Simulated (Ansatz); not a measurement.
A plane-wave DFT run in Ansatz 0.2.0 (scalar-relativistic PAW potentials unless the input names others): input and command.

```yaml
crystal:
  lattice:
    - [2.4655379968, 0.0, 0.0]
    - [-1.2327689984, 2.1341461181, 0.0]
    - [0.0, 0.0, 32.5979680033]
  atoms:
    - { symbol: C, position: [0.0833101796, 0.1666203592, 0.2607524494] }
    - { symbol: C, position: [0.4166898204, 0.8333796408, 0.2607524494] }
    - { symbol: C, position: [0.5833101796, 0.1666203592, 0.3650391026] }
    - { symbol: C, position: [0.9166898204, 0.8333796408, 0.3650391026] }
    - { symbol: C, position: [0.0135134803, 0.0270269606, 0.4685002703] }
    - { symbol: C, position: [0.3469679352, 0.6939358704, 0.4685032121] }
    - { symbol: C, position: [0.7000558641, 0.4001117282, 0.5716859774] }
    - { symbol: C, position: [1.0333933507, 1.0667867014, 0.5718284937] }
    - { symbol: C, position: [0.0291100226, 0.0582200453, 0.6650130677] }
    - { symbol: C, position: [0.3624272403, 0.7248544806, 0.6748516468] }
    - { symbol: "N", position: [0.3624620917, 0.7249241835, 0.719489464] }
basis:
  ecutwfc: "120 eV"
kpoints:
  mp_grid: { grid: [12, 12, 1] }
hamiltonian:
  xc: pbe
  dispersion: d3bj
scf:
  occupations: { method: gaussian, width: 0.1 }
  max_iter: 50
output:
  forces: true
  eigenvalues: true
efield:
  axis: 3
  dipole_correction: true
  ramp_width: 0.04
```

```bash
ansatz run input.yaml --threads 1 --pin off --max-ram 2560MiB --backend cpu --events-out ev --progress --plain --runs-dir out
```

Abridged log:
```
Pseudopotentials: kind: paw
Pseudopotential: C, paw, valence charge 4, recommended cutoff 420 eV (normal)
Pseudopotential: N, paw, valence charge 5, recommended cutoff 420 eV (normal)
Functional definition: PBE
Crystal: 11 atoms, lattice volume = 171.525 Å³
Basis set: ecut = 120 eV, 503 PW (Γ), exchange–correlation on 18×18×240 points (8 copies of the dense FFT grid, shifted against one another)
Bands: 34, of which v1, the nominal top of the filled ones, is band 23 counted from 1 (22 counted from 0)
Symmetry: 2 space group operations
Space group: Cm (ITA 8), of the structure as read, at distance tolerance 5.6e-5 Å
k-points: 43 of 144 (time reversal used)
Initial density: superposition of atomic densities (neutral atoms: chi_scale 0, normalization atom), corrected by the library's trained network
Initial wavefunctions: pseudopotential atomic-orbital guess
Functional: x = pbe(κ = 0.804, μ = 0.21951497), c = pbe(β = 0.06672455)
SCF iter   1: F=—  HF=-2816.807787 eV  |F-HF|=—  |Δ(HF+E_count)|=         —  Δρ=1.29e-1  dr2=2.68e1  ethr=1.77e-3  p=-0.075 e·Å  D=-7.90e-2 V/Å  ΔV_dip=2.57 eV  dr2_dipole=6.54e0  V_vac-E_F(+/−)=3.77/1.20 eV  ⟨swp⟩=12.3  Hψ=10215  notcnv=0  defer=33
efield: sawtooth ramp at fractional position 0.9701 (placed from the atoms, in the widest stretch of the axis that holds none; the zero of the levels goes with the place), width 0.0400; the density the first Hamiltonian is built on has a dipole p = -0.075 e·Å; the dipole correction subtracts the counter field D = -7.90e-2 V/Å, which shifts the + side's vacuum level by +2.57 eV against the − side's; the planar-averaged density in the ramp window peaks in size at 1.6e-4 e/Å³
SCF iter   2: F=—  HF=-2812.917547 eV  |F-HF|=—  |Δ(HF+E_count)|=    3.89e0  Δρ=6.29e-2  dr2=5.44e1  ethr=1.77e-3  p=-0.014 e·Å  D=-1.43e-2 V/Å  ΔV_dip=0.46 eV  dr2_dipole=2.67e1  V_vac-E_F(+/−)=5.35/4.90 eV  ⟨swp⟩=4.3  Hψ=4460  notcnv=0  defer=230  recentre
SCF iter   3: F=—  HF=-2810.539369 eV  |F-HF|=—  |Δ(HF+E_count)|=    2.38e0  Δρ=2.66e-2  dr2=1.02e0  ethr=1.77e-3  p=-0.050 e·Å  D=-5.30e-2 V/Å  ΔV_dip=1.73 eV  dr2_dipole=6.57e-2  V_vac-E_F(+/−)=5.70/3.98 eV  ⟨swp⟩=3.4  Hψ=3452  notcnv=0  defer=247
SCF iter   4: F=—  HF=-2810.351023 eV  |F-HF|=—  |Δ(HF+E_count)|=   1.88e-1  Δρ=3.21e-3  dr2=6.58e-2  ethr=1.77e-3  p=-0.043 e·Å  D=-4.52e-2 V/Å  ΔV_dip=1.47 eV  dr2_dipole=5.15e-3  V_vac-E_F(+/−)=5.76/4.29 eV  ⟨swp⟩=2.3  Hψ=2590  notcnv=0  defer=252
SCF iter   5: F=—  HF=-2810.354156 eV  |F-HF|=—  |Δ(HF+E_count)|=   3.13e-3  Δρ=2.19e-3  dr2=7.29e-2  ethr=1.46e-4  p=-0.044 e·Å  D=-4.66e-2 V/Å  ΔV_dip=1.52 eV  dr2_dipole=1.68e-2  V_vac-E_F(+/−)=5.72/4.20 eV  ⟨swp⟩=2.4  Hψ=2553  notcnv=0  defer=244
SCF iter   6: F=—  HF=-2810.345786 eV  |F-HF|=—  |Δ(HF+E_count)|=   8.37e-3  Δρ=6.72e-4  dr2=4.60e-3  ethr=1.46e-4  p=-0.038 e·Å  D=-4.06e-2 V/Å  ΔV_dip=1.32 eV  dr2_dipole=8.16e-4  V_vac-E_F(+/−)=5.68/4.36 eV  ⟨swp⟩=2.3  Hψ=2071  notcnv=0  defer=236
SCF iter   7: F=—  HF=-2810.346171 eV  |F-HF|=—  |Δ(HF+E_count)|=   3.85e-4  Δρ=2.48e-4  dr2=6.04e-4  ethr=1.02e-5  p=-0.039 e·Å  D=-4.16e-2 V/Å  ΔV_dip=1.36 eV  dr2_dipole=3.57e-4  V_vac-E_F(+/−)=5.65/4.30 eV  ⟨swp⟩=2.0  Hψ=1738  notcnv=0  defer=236
SCF iter   8: F=—  HF=-2810.346109 eV  |F-HF|=—  |Δ(HF+E_count)|=   6.17e-5  Δρ=8.66e-5  dr2=1.52e-4  ethr=1.34e-6  p=-0.039 e·Å  D=-4.11e-2 V/Å  ΔV_dip=1.34 eV  dr2_dipole=1.15e-4  V_vac-E_F(+/−)=5.65/4.31 eV  ⟨swp⟩=2.0  Hψ=1746  notcnv=0  defer=236
SCF iter   9: F=—  HF=-2810.346158 eV  |F-HF|=—  |Δ(HF+E_count)|=   4.95e-5  Δρ=4.42e-5  dr2=1.86e-5  ethr=3.37e-7  p=-0.039 e·Å  D=-4.10e-2 V/Å  ΔV_dip=1.34 eV  dr2_dipole=1.27e-5  V_vac-E_F(+/−)=5.64/4.31 eV  ⟨swp⟩=2.1  Hψ=1605  notcnv=0  defer=236
SCF iter  10: F=—  HF=-2810.345931 eV  |F-HF|=—  |Δ(HF+E_count)|=   2.27e-4  Δρ=3.16e-5  dr2=1.31e-6  ethr=4.13e-8  p=-0.039 e·Å  D=-4.09e-2 V/Å  ΔV_dip=1.33 eV  dr2_dipole=3.20e-9  V_vac-E_F(+/−)=5.64/4.31 eV  ⟨swp⟩=2.7  Hψ=2507  notcnv=0  defer=236
SCF iter  11: F=-2810.345933 eV  HF=-2810.345933 eV  |F-HF|=6.63e-8  |Δ(HF+E_count)|=   1.47e-6  Δρ=7.63e-6  dr2=9.92e-8  ethr=2.22e-10  p=-0.039 e·Å  D=-4.09e-2 V/Å  ΔV_dip=1.33 eV  dr2_dipole=2.63e-9  V_vac-E_F(+/−)=5.64/4.31 eV  ⟨swp⟩=17.7  Hψ=10856  notcnv=0
WARN: efield: at this solve's end the planar-averaged density reaches 1.63e-4 e/Å³ inside the ramp window [0.9394, 0.0408] (bound 1e-5 e/Å³); by the running means of the window's planes the mean density over a ramp is at most 1.17e-4 e/Å³, which is held to the bound (the quickstart, § The vacuum guard, A window that rings); the window's nearer edge stands 7.17 Å from this solve's nearest atom along the axis. Its work functions, free energy, forces, stress, dipole, levels and responses can be off, and this figure does not tell by how much. The cell may have no vacuum along `efield.axis`. A shor ...
SCF 1 converged in 11 iterations: F = -2810.345933 eV  dr2 = 9.92e-8
SCF converged after 11 iterations
Free energy (F): -2810.345933 eV
Harris-Foulkes:  -2810.345933 eV  (|F-HF|=6.63e-8)
Internal energy: -2810.340060 eV  (E = F + TS)
E sigma→0 (E₀):  -2810.342996 eV
Entropy (-TS):   -0.005873 eV (-0.534 meV/atom)
Fermi energy:    2.847998 eV
Dipole field:    D = -0.040968 V/Å  (p = -0.038833 e·Å, saw-weighted, corrected)
Work function:   Φ+ = 5.6454 eV (in doubt: plateau slope 2.6e-2 eV/Å)   Φ− = 4.3136 eV (in doubt: plateau slope 2.4e-2 eV/Å)
Levels:          The Fermi level and band energies are counted from a zero that moves with the ramp; work functions are not
Vacuum region:   at the solve's end the planar-averaged density reaches 1.63e-4 e/Å³ inside the ramp window [0.9394, 0.0408] (bound 1e-5 e/Å³); by the running means of the window's planes the mean density over a ramp is at most 1.17e-4 e/Å³, which is held to the bound (the quickstart, § The vacuum guard, A window that rings)
  E_disp       = -1.567515  (pairwise vdW)
--- Forces (eV/Å), atoms counted from 1 ---
  atom   1  C      0.00000000    -0.02473406    -0.01811099
  atom   2  C      0.00000000     0.02343476    -0.01689425
  atom   3  C      0.00000000     0.01237032    -0.06418565
  atom   4  C      0.00000000    -0.02280313     0.00828313
  atom   5  C      0.00000000     0.02577991    -0.01825863
  atom   6  C      0.00000000    -0.01495021    -0.02252260
  atom   7  C      0.00000000    -0.00945318     0.03387217
  atom   8  C      0.00000000     0.00750763    -0.17353368
  atom   9  C      0.00000000    -0.00587000    -0.98799738
  atom  10  C      0.00000000     0.00484816     1.99296690
  atom  11  N      0.00000000     0.00359313    -0.73340367
```

Q: What is wrong with this input?

A: The fault is a cutoff far too low (basis.ecutwfc: 420 → "120 eV", the first being the value of the sound run). Setting it back cures it. The log, from which this was withheld above, says: «Warning: basis.ecutwfc = 120 eV is below the records' recommended 420 eV, and the density's cutoff is lower with it unless basis.ecutrho_ratio is high enough to keep the records' density cutoff: compare with a run at a higher cutoff» The run converged all the same, with an energy at zero smearing 7.2 eV/atom above the reference's, largest force 1.993 eV/Å, no gap on the mesh, so convergence alone doesn't show that an input is right. A reference run on usual settings, whose relaxation ended at this geometry, converged, and the end of its own relaxation has largest force 0.029 eV/Å, no gap on the mesh.

The run took 4.5 s on 1 thread of Intel(R) Xeon(R) Platinum 8488C (Sapphire Rapids), on a shared host, peak memory 0.33 GiB.